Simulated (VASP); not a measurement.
**CdTe (zincblende): a r²SCAN single-point calculation in VASP**

INCAR

```
LASPH = .TRUE.
LWAVE = .FALSE.
LREAL = .FALSE.
ISMEAR = 0
PREC = Accurate
ALGO = Normal
EDIFF = 1E-7
METAGGA = R2SCAN
NELM = 120
NBANDS = 16
IBRION = -1
ISIF = 2
SIGMA = 0.01
LCHARG = .FALSE.
NSW = 0
ENCUT = 520
```

KPOINTS

```
KPOINTS created by Atomic Simulation Environment
0
Gamma
6 6 6
0 0 0
```

KPOINTS_OPT

```
special points
6
Reciprocal
0.0000000000 0.0000000000 0.0000000000 1
-0.5000000000 -0.5000000000 0.0000000000 1
-0.3750000000 -0.3750000000 0.2500000000 1
-0.3750000000 0.0000000000 0.3750000000 1
0.0000000000 0.0000000000 0.5000000000 1
-0.5000000000 -0.2500000000 0.2500000000 1
```

POSCAR

```
Cd Te
 1.0000000000000000
    -0.0000000000000000    3.2799551161722134    3.2799551161722134
     3.2799551161722134    0.0000000000000000    3.2799551161722134
     3.2799551161722134    3.2799551161722134    0.0000000000000000
 Cd  Te
   1   1
Cartesian
  0.0000000000000000  0.0000000000000000 -0.0000000000000000
  1.6399775580861065  1.6399775580861065  1.6399775580861065
```

VASP ran with the recommended PBE PAW datasets (18 valence electrons in the cell).

Command

```
mpirun -np 1 vasp_std
```

From OUTCAR

```
k-points           NKPTS =     16   k-points in BZ     NKDIM =     16   number of bands    NBANDS=     16

   NELECT =      18.0000    total number of electrons

   dimension x,y,z NGX =    36 NGY =   36 NGZ =   36
   dimension x,y,z NGXF=    72 NGYF=   72 NGZF=   72

  energy-cutoff  :      520.00
  volume of cell :       70.57
      direct lattice vectors                 reciprocal lattice vectors
     0.000000000  3.279955116  3.279955116    -0.152441110  0.152441110  0.152441110
     3.279955116  0.000000000  3.279955116     0.152441110 -0.152441110  0.152441110
     3.279955116  3.279955116  0.000000000     0.152441110  0.152441110 -0.152441110

 k-points in reciprocal lattice and weights: KPOINTS created by Atomic Simulation Env
   0.00000000  0.00000000  0.00000000       0.005
   0.16666667  0.00000000  0.00000000       0.037
   0.33333333  0.00000000  0.00000000       0.037
   0.50000000  0.00000000  0.00000000       0.019
   0.16666667  0.16666667  0.00000000       0.028
   0.33333333  0.16666667  0.00000000       0.111
   0.50000000  0.16666667  0.00000000       0.111
  -0.33333333  0.16666667  0.00000000       0.111
   ...

 E-fermi :   1.8624

 k-point     1 :       0.0000    0.0000    0.0000
  band No.  band energies     occupation
      1      -9.5399      2.00000
      2      -6.6692      2.00000
      3      -6.6692      2.00000
      4      -6.6692      2.00000
      5      -6.4127      2.00000
      6      -6.4127      2.00000
      7       1.7776      2.00000
      8       1.7776      2.00000
      9       1.7776      2.00000
     10       2.9307      0.00000
     11       6.8310      0.00000
     12       6.8310      0.00000
     13       6.8310      0.00000
     14       9.6406      0.00000
     15      11.5436      0.00000
     16      11.5436      0.00000

 k-point     2 :       0.1667    0.0000    0.0000
  band No.  band energies     occupation
      1      -9.4451      2.00000
      2      -6.6513      2.00000
      3      -6.6513      2.00000
      4      -6.5822      2.00000
      5      -6.4136      2.00000
      6      -6.4136      2.00000
      7       0.1436      2.00000
      8       1.5637      2.00000
      9       1.5637      2.00000
     10       3.9682      0.00000
     11       6.8871      0.00000
     12       7.1609      0.00000
     13       7.1609      0.00000
     14      10.6564      0.00000
     15      10.6764      0.00000
     16      10.6764      0.00000

 k-point     3 :       0.3333    0.0000    0.0000
  band No.  band energies     occupation
      1      -9.2569      2.00000
      2      -6.6201      2.00000
      3      -6.6201      2.00000
      4      -6.4098      2.00000
      5      -6.4098      2.00000
      6      -6.3032      2.00000
      7      -1.6863      2.00000
      8       1.1998      2.00000
      9       1.1998      2.00000
     10       4.0768      0.00000
     11       7.4243      0.00000
     12       7.4243      0.00000
     13       8.3648      0.00000
     14      10.2754      0.00000
     15      11.1055      0.00000
     16      11.1055      0.00000

 k-point     4 :       0.5000    0.0000    0.0000
  band No.  band energies     occupation
      1      -9.1653      2.00000
      2      -6.6075      2.00000
      3      -6.6075      2.00000
      4      -6.4044      2.00000
      5      -6.4044      2.00000
      6      -6.0669      2.00000
      7      -2.5105      2.00000
      8       1.0401      2.00000
      9       1.0401      2.00000
     10       3.9680      0.00000
     11       7.3767      0.00000
     12       7.3767      0.00000
     13       9.1555      0.00000
     14      10.8652      0.00000
     15      12.5764      0.00000
     16      12.5764      0.00000

 k-point     5 :       0.1667    0.1667    0.0000
  band No.  band energies     occupation
      1      -9.4139      2.00000
      2      -6.6332      2.00000
      3      -6.6332      2.00000
      4      -6.5805      2.00000
      5      -6.4194      2.00000
      6      -6.4054      2.00000
      7       0.1445      2.00000
      8       1.2080      2.00000
      9       1.2080      2.00000
     10       4.5542      0.00000
     11       5.9129      0.00000
     12       7.7623      0.00000
     13       7.7623      0.00000
     14       9.3683      0.00000
     15      11.4047      0.00000
     16      11.7948      0.00000

 k-point     6 :       0.3333    0.1667    0.0000
  band No.  band energies     occupation
      1      -9.2581      2.00000
      2      -6.6082      2.00000
      3      -6.5983      2.00000
      4      -6.4564      2.00000
      5      -6.3999      2.00000
      6      -6.3303      2.00000
      7      -1.2367      2.00000
      8       0.7192      2.00000
      9       0.8148      2.00000
     10       4.9605      0.00000
     11       6.2119      0.00000
     12       7.8938      0.00000
     13       8.3215      0.00000
     14      10.0967      0.00000
     15      11.9819      0.00000
     16      11.9959      0.00000

 k-point     7 :       0.5000    0.1667    0.0000
  band No.  band energies     occupation
      1      -9.1375      2.00000
      2      -6.5928      2.00000
      3      -6.5830      2.00000
      4      -6.4268      2.00000
      5      -6.4014      2.00000
      6      -6.0416      2.00000
      7      -2.3023      2.00000
      8       0.2117      2.00000
      9       0.7333      2.00000
     10       4.8893      0.00000
     11       6.8458      0.00000
     12       8.1290      0.00000
     13       8.7368      0.00000
     14      11.0333      0.00000
     15      12.2803      0.00000
     16      12.6503      0.00000

 k-point     8 :      -0.3333    0.1667    0.0000
  band No.  band energies     occupation
      1      -9.1671      2.00000
      2      -6.5968      2.00000
      3      -6.5939      2.00000
      4      -6.4153      2.00000
      5      -6.4141      2.00000
      6      -6.1204      2.00000
      7      -2.0445      2.00000
      8       0.0799      2.00000
      9       1.0184      2.00000
     10       4.9503      0.00000
     11       7.0988      0.00000
     12       7.8336      0.00000
     13       8.4842      0.00000
     14      10.6911      0.00000
     15      11.4391      0.00000
     16      12.6111      0.00000

 k-point     9 :      -0.1667    0.1667    0.0000
  band No.  band energies     occupation
      1      -9.3197      2.00000
      2      -6.6311      2.00000
      3      -6.6162      2.00000
      4      -6.4533      2.00000
      5      -6.4210      2.00000
      6      -6.3882      2.00000
      7      -0.8310      2.00000
      8       0.5968      2.00000
      9       1.4476      2.00000
     10       4.7771      0.00000
     11       6.8604      0.00000
     12       7.3906      0.00000
     13       7.6616      0.00000
     14       9.9160      0.00000
     15      11.2260      0.00000
     16      12.0068      0.00000

 k-point    10 :       0.3333    0.3333    0.0000
  band No.  band energies     occupation
      1      -9.1680      2.00000
      2      -6.5557      2.00000
      3      -6.5557      2.00000
      4      -6.4923      2.00000
      5      -6.3908      2.00000
      6      -6.2127      2.00000
      7      -1.5858      2.00000
      8       0.3465      2.00000
      9       0.3465      2.00000
     10       4.8530      0.00000
     11       5.2724      0.00000
     12       9.5305      0.00000
     13       9.7314      0.00000
     14       9.7314      0.00000
     15      12.4845      0.00000
     16      14.1685      0.00000

 k-point    11 :       0.5000    0.3333    0.0000
  band No.  band energies     occupation
      1      -9.0808      2.00000
      2      -6.5504      2.00000
      3      -6.5355      2.00000
      4      -6.4723      2.00000
      5      -6.3917      2.00000
      6      -5.9741      2.00000
      7      -2.1929      2.00000
      8      -0.2896      2.00000
      9       0.2160      2.00000
     10       4.9404      0.00000
     11       5.8085      0.00000
     12       9.1845      0.00000
     13       9.9177      0.00000
     14      11.3363      0.00000
     15      12.9201      0.00000
     16      13.7020      0.00000

 k-point    12 :      -0.3333    0.3333    0.0000
  band No.  band energies     occupation
      1      -9.0812      2.00000
      2      -6.5684      2.00000
      3      -6.5537      2.00000
      4      -6.4372      2.00000
      5      -6.4074      2.00000
      6      -5.9199      2.00000
      7      -2.2188      2.00000
      8      -0.7352      2.00000
      9       0.5146      2.00000
     10       5.1712      0.00000
     11       7.1914      0.00000
     12       9.0510      0.00000
     13       9.1556      0.00000
     14       9.7590      0.00000
     15      11.2190      0.00000
     16      14.4524      0.00000

 ...

  Total        0.0307862      0.0307862      0.0307862     -0.0000000      0.0000000     -0.0000000
  in kB        0.6989283      0.6989283      0.6989283     -0.0000000      0.0000000     -0.0000000
  external PRESSURE =       0.6989283 kB  Pullay stress =       0.0000000 kB

 POSITION                                       TOTAL-FORCE (eV/Angst)
 -----------------------------------------------------------------------------------
      0.00000      0.00000      0.00000         0.000000      0.000000      0.000000
      1.63998      1.63998      1.63998        -0.000000     -0.000000     -0.000000
 -----------------------------------------------------------------------------------
    total drift:                               -0.000001     -0.000001     -0.000001

  FREE ENERGIE OF THE ION-ELECTRON SYSTEM (eV)
  ---------------------------------------------------
  free  energy   TOTEN  =       -46.6413940863 eV

  energy  without entropy=      -46.6413940863  energy(sigma->0) =      -46.64139409
```

| Property | Result |
| --- | --- |
| gap between bands v and c | 1.15 eV |
| least direct gap | 1.15 eV |
| pressure | 0.1 GPa |

Band v is the last that the valence electrons fill when counted band by band, and c is the next.

The run took about 65 s on one core of a shared host (Intel Xeon Platinum 8488C) and held 0.22 GiB at most.
